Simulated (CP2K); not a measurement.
Runs of CP2K 2026.2 on ZnSe (Stilleite). It takes space group F-43m (No. 216, cubic). Conventional cell: a = 5.668 Å, b = 5.668 Å, c = 5.668 Å, α = 90.00°, β = 90.00°, γ = 90.00°. Se (site symmetry -43m) is surrounded by 4 Zn at 2.45 Å. Zn (site symmetry -43m) is surrounded by 4 Se at 2.45 Å. 

```csv
task,level,potentials or basis,cell,smearing,EPS_DEFAULT,NGRIDS,points a segment of the path (NPOINTS),bands added on the path,REL_CUTOFF (Ry),gap on the mesh (eV),pressure (GPa)
band structure,LDA,"GTH_POTENTIALS Se GTH-PADE-q6, Zn GTH-PADE-q12; TZVP-MOLOPT-PBE-GTH basis",as given,fermi-dirac 0.0259 eV,1.0E-9,4,10,2,60 Ry,0.99,-3.2
band structure,PBEsol,"POTENTIAL_UZH Se GTH-PBE-q6, Zn GTH-PBE-q12; TZVP-MOLOPT-PBE-GTH basis",as given,fermi-dirac 0.01 eV,1.0E-9,5,6,4,60 Ry,1.08,0.0
single point,LDA,"GTH_POTENTIALS Se GTH-PADE-q6, Zn GTH-PADE-q12; TZVP-MOLOPT-PBE-GTH basis",the cell as VASP's run set it,gaussian 0.1 eV,1.0E-10,5,-,-,60 Ry,0.99,-3.2
band structure,MS2,"POTENTIAL_UZH Se GTH-SCAN-q6, Zn GTH-SCAN-q12; TZVP-MOLOPT-SCAN-GTH basis",as given,fermi-dirac 0.1 eV,1.0E-9,4,8,6,60,(a),0.6
```

Alike in all rows: no spin polarisation; k mesh 8 × 8 × 8.

Problem. Fill in the values left out.

Solution. (a) 1.79.

Caveats: the basis of atomic orbitals isn't converged, which shifts pressures, moduli and gaps; the potentials were made for another functional, which shifts forces and pressure (some runs).

A k mesh can miss the band edges, and the runs leave out spin-orbit coupling on Se.

Not every run made on this cell is shown here.
